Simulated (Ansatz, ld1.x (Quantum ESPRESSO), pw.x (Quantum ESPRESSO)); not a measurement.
**Equation-of-state test of one ultrasoft potential (silicon)**

silicon (Si), ultrasoft, made with ld1.x (Quantum ESPRESSO) 7.5 (PBE, scalar-relativistic). Core [Ne], reference 3s2 3p2. Waves: 3s (bound): rcut 1.55, rcutus 1.65 bohr; 3s channel at 0.4 Ry: rcut 1.55, rcutus 1.65 bohr; 3p (bound): rcut 1.30, rcutus 1.65 bohr; 3p channel at 3.75 Ry: rcut 1.30, rcutus 1.65 bohr. Local part: all-electron potential smoothed inside 1.30 bohr (lloc = -1). Core correction: a·sin(br)/r model core inside 1.45 bohr. Augmentation charge: built from norm-conserving waves at rcut, not smoothed further.

Crystal test: bcc Si in pw.x 7.5, no spin, 15³ k-points, Fermi–Dirac smearing 0.01 Ry, cutoffs 40/600 Ry. The reference is all-electron LAPW (Ansatz 0.2.0) with the same functional, mesh and smearing; V0 and B0 come from Birch–Murnaghan fits to the pressures at five volumes. Errors are pseudo minus all-electron; Δ is the rms difference of the E(V) curves that follow from these fits, minima aligned, over ±6 % about the mean V0. Mesh and smearing are coarse, so the numbers serve the comparison and aren't converged zero-temperature values; the lattice is a test structure that the element need not adopt.

```
V (Å³/atom)  P all-electron (GPa)  P pseudo (GPa)
     13.863                  5.77            6.83
     14.228                  2.88            3.84
     14.593                  0.35            1.22
     14.958                 -1.86           -1.07
     15.323                 -3.80           -3.07
```

All-electron: a0 = 3.083 Å (V0 = 14.65 Å³/atom), B0 = 93.0 GPa.

Pseudopotential: mean pressure error (GPa): +0.88; a0 (Å): 3.092; a0 error (%): +0.31; B0 error (%): -0.6; Δ (meV/atom): 2.7.

Q: At the middle volume, how do free energy and pressure move when the wave cutoff is lowered (ecutrho held at 600 Ry)?

A:

| cutoff (Ry) | shift of F (meV/atom) | shift of P (GPa) |
| --- | --- | --- |
| 18 | +30.9 | +0.30 |
| 24 | +15.1 | +0.06 |
| 32 | +3.8 | -0.04 |

The run at the middle volume (120 k-points, 6 iterations) took about 6.9 s on one core of a shared host (Neoverse-V1, 32 threads, 247 GiB, load 13).
